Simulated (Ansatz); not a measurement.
# Pt: a strain scan

Aim: for Pt, see how energy and stress answer to the strain pattern (1, 0, 0, 0, 0, 0).

The COD entry's cell or inner coordinates are ideal or old and differ from later refinements, so a difference from it is no clean test against experiment.

Method: DFT PBEsol, scalar-relativistic, plane waves, PAW, in Ansatz 0.2.0.

2 further runs of the same task are left out: 2 set aside as unsound or not needed. Runs told in other sessions of the task aren't counted.

## 1. The system as given

The structure is cubic, space group Fm-3m (No. 225). Conventional cell: a = 3.918 Å, b = 3.918 Å, c = 3.918 Å, α = 90.00°, β = 90.00°, γ = 90.00°. Around Pt (site symmetry m-3m) lie 12 Pt at 2.77 Å.

Structure file:

```
Pt
1.0
     0.00000    1.95903    1.95903
     1.95903    0.00000    1.95903
     1.95903    1.95903    0.00000
Pt
1
Direct
  0.00000 0.00000 0.00000
```

This cell was relaxed beforehand with the same method: volume 15.04 Å³/atom, gap on the mesh none (metal).

## 2. The reference: the undisturbed cell on the scan's mesh

The input, input.yaml:

```yaml
crystal:
  lattice:
    - [0.0, 1.9590303455, 1.9590303455]
    - [1.9590303455, 0.0, 1.9590303455]
    - [1.9590303455, 1.9590303455, 0.0]
  atoms:
    - { symbol: Pt, position: [0.0, 0.0, 0.0] }
basis:
  ecutwfc: 420
kpoints:
  mp_grid: { grid: [26, 26, 26] }
hamiltonian:
  xc: pbesol
scf:
  occupations: { method: gaussian, width: 0.15 }
output:
  forces: true
  stress: true
  eigenvalues: true
```

The run is started by

```sh
$ ansatz run input.yaml --threads 1 --pin off --max-ram 2560MiB --backend cpu --events-out ev --progress --plain --runs-dir out
```

## 3. The scan: a strain scan

The cell is strained by ε times the Voigt pattern (1, 0, 0, 0, 0, 0) (xx, yy, zz, yz, xz, xy; engineering shear), with fractional coordinates fixed (clamped ions). The stress on the pattern is the sum of the stress components weighted by it, tension positive.

## 4. Point ε = -0.0200

Edit input.yaml of step 2 so:

```diff
@@ -3,4 +3,4 @@
     - [0.0, 1.9590303455, 1.9590303455]
-    - [1.9590303455, 0.0, 1.9590303455]
-    - [1.9590303455, 1.9590303455, 0.0]
+    - [1.9198497386, 0.0, 1.9590303455]
+    - [1.9198497386, 1.9590303455, 0.0]
   atoms:
```

## 5. ε = 0.0150

Edit input.yaml of step 4 so:

```diff
@@ -3,4 +3,4 @@
     - [0.0, 1.9590303455, 1.9590303455]
-    - [1.9198497386, 0.0, 1.9590303455]
-    - [1.9198497386, 1.9590303455, 0.0]
+    - [1.9884158007, 0.0, 1.9590303455]
+    - [1.9884158007, 1.9590303455, 0.0]
   atoms:
```

## 6. Point ε = -0.0100

Edit input.yaml of step 5 so:

```diff
@@ -3,4 +3,4 @@
     - [0.0, 1.9590303455, 1.9590303455]
-    - [1.9884158007, 0.0, 1.9590303455]
-    - [1.9884158007, 1.9590303455, 0.0]
+    - [1.939440042, 0.0, 1.9590303455]
+    - [1.939440042, 1.9590303455, 0.0]
   atoms:
```

(Steps that only read results are left out.)

Before running it: what results should come out? Wanted: slope of the stress at ε = 0, from the points at -0.0100, 0 and 0.0150.

**Answer**, as computed:

| quantity | value |
| --- | --- |
| slope of the stress at ε = 0, from the points at -0.0100, 0 and 0.0150 | 359 GPa |

What this shows: From the stress slope, C11 is about 359 GPa with the ions clamped. No sampled point lies below the undisturbed cell. The runs treat Pt without spin-orbit coupling.
